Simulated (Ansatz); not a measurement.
The system is GaN.

```xyz
2
Lattice="0.0000 2.2535 2.2535 2.2535 0.0000 2.2535 2.2535 2.2535 0.0000" Properties=species:S:1:pos:R:3 pbc="T T T"
Ga    0.0000    0.0000    0.0000
N     1.1268    1.1268    1.1268
```

The cell is a database's computed one.

```yaml
Program: Ansatz 0.2.0
Task: relaxation of cell and atoms
Functional: PBE
Potentials_or_basis: Ansatz PAW
Cutoff: "420 eV (not typed: the program's choice for these potentials)"
k_mesh: 10 × 10 × 10
Occupations: fermi-dirac, width 0.05 eV
Spin: no spin polarisation
```

At the start: volume 11.44 Å³/atom.

Task: Where does the relaxation end?

Result: It ends after 7 steps and the volume is 11.76 Å³/atom (+2.8 %); space group F-43m (No. 216, to 0.05 Å).

The path:
```tsv
step	energy change (eV)	largest force (eV/Å)	volume (Å³)
1	0.0000	0.0000	22.89
2	-0.0068	0.0000	23.25
3	-0.0076	0.0000	23.50
4	-0.0076	0.0000	23.51
5	-0.0098	0.0000	23.51
6	-0.0098	0.0000	23.53
7	-0.0098	0.0000	23.53
```

Final structure:
```
CELL_PARAMETERS angstrom
0.00000 2.27424 2.27424
2.27424 0.00000 2.27424
2.27424 2.27424 0.00000
ATOMIC_POSITIONS crystal
Ga 0.00000 0.00000 0.00000
N 0.25000 0.25000 0.25000
```

Caveat: the plane-wave basis is chosen anew once the cell has moved, so the energies of steps on either side of that aren't comparable; the pressure holds a Pulay correction of +0.5 GPa for the finite cutoff.
